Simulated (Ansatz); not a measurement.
## Metals for narrow interconnects: the product ρλ

Plane-wave DFT in Ansatz, PBE, scalar-relativistic PAW potentials, cutoff 420 eV, no spin-orbit coupling; no spin polarisation. Relaxed crystals; Boltzmann transport at 300 K with one relaxation time τ for all states, on bands interpolated from the mesh shown (Fermi–Dirac smearing 0.15 eV in the self-consistent run).

```csv
metal,k mesh,"σ/τ xx, yy, zz (10²⁰ Ω⁻¹ m⁻¹ s⁻¹)","N(E_F) (states eV⁻¹ nm⁻³, both spins)"
TiAl (P4/mmm),14×14×10,"5.06, 5.06, 4.10",54.6
Ti (P6_3/mmc),18×18×10,"2.91, 2.91, 3.03",53.0
TaC (Fm-3m),16×16×16,"13.66, 13.66, 13.66",28.3
Ag (Fm-3m),20×20×20,"16.43, 16.43, 16.43",15.4
Au (P6_3/mmc),18×18×10,"15.57, 15.57, 15.12",16.8
Rh (Fm-3m),20×20×20,"19.71, 19.71, 19.71",95.1
```

Problem. Get the Fermi velocity and ρλ of each, along its best-conducting axis, without knowing τ.

Solution. The trace of σ/τ is e²N(E_F)⟨v²⟩, which gives the root mean square velocity. With ρ = 1/((σ/τ)τ) and λ = vτ the time drops out: ρλ = v/(σ/τ).
```tsv
metal	v (10⁵ m/s)	ρλ (10⁻¹⁶ Ω m²)
Rh (Fm-3m)	6.23	3.2
TaC (Fm-3m)	9.51	7.0
TiAl (P4/mmm)	4.03	8.0
Au (P6_3/mmc)	13.09	8.4
Ag (Fm-3m)	14.11	8.6
Ti (P6_3/mmc)	3.23	10.7
```

ρλ measures the inverse of the Fermi surface's area in k space (1/(ρλ) = e²S_F/(12π³ħ) for an isotropic metal), not the velocity: slow d electrons on a large surface can match fast s electrons. Copper's value in the literature is about 6.7×10⁻¹⁶ Ω m².

Problem. How much resistivity do surfaces and grain boundaries add in a square wire 6 nm wide, with diffuse surfaces, grains as wide as the wire and a reflection coefficient of 0.3?

Solution. In the common approximations to Fuchs–Sondheimer and Mayadas–Shatzkes, Δρ = ρλ [3(1 − p)/(4d) + 3R/(2D(1 − R))], with specularity p = 0, R = 0.3, and width d and grain size D both 6 nm, so Δρ = ρλ × 2.32×10⁸ m⁻¹: Rh (Fm-3m) 7.3 μΩ cm, TaC (Fm-3m) 16.2 μΩ cm, TiAl (P4/mmm) 18.5 μΩ cm, Au (P6_3/mmc) 19.5 μΩ cm, Ag (Fm-3m) 19.9 μΩ cm, Ti (P6_3/mmc) 24.7 μΩ cm. The rise is smallest in Rh (Fm-3m). The wire's resistivity is this plus the bulk value, which needs phonon and disorder scattering and wasn't computed, so a small ρλ is needed but not enough: a wire metal must also be stable, stay ordered and resist electromigration and oxidation. One τ for all states gives, as a rule, a lower ρλ than one λ would, by some tens of per cent where velocities vary over the Fermi surface, which flatters d metals against copper, and the values hang on the mesh; the best axis of an anisotropic metal needs oriented grains, and the mean velocity understates λ along it.

Spin-orbit coupling, left out, matters for the members with heavy elements.

Cost: about 20 core-minutes for the runs cited, on AMD EPYC 7R43 (Zen 3), Intel Xeon Platinum 8375C (Ice Lake), Intel Xeon Platinum 8488C (Sapphire Rapids) and other processors (shared hosts).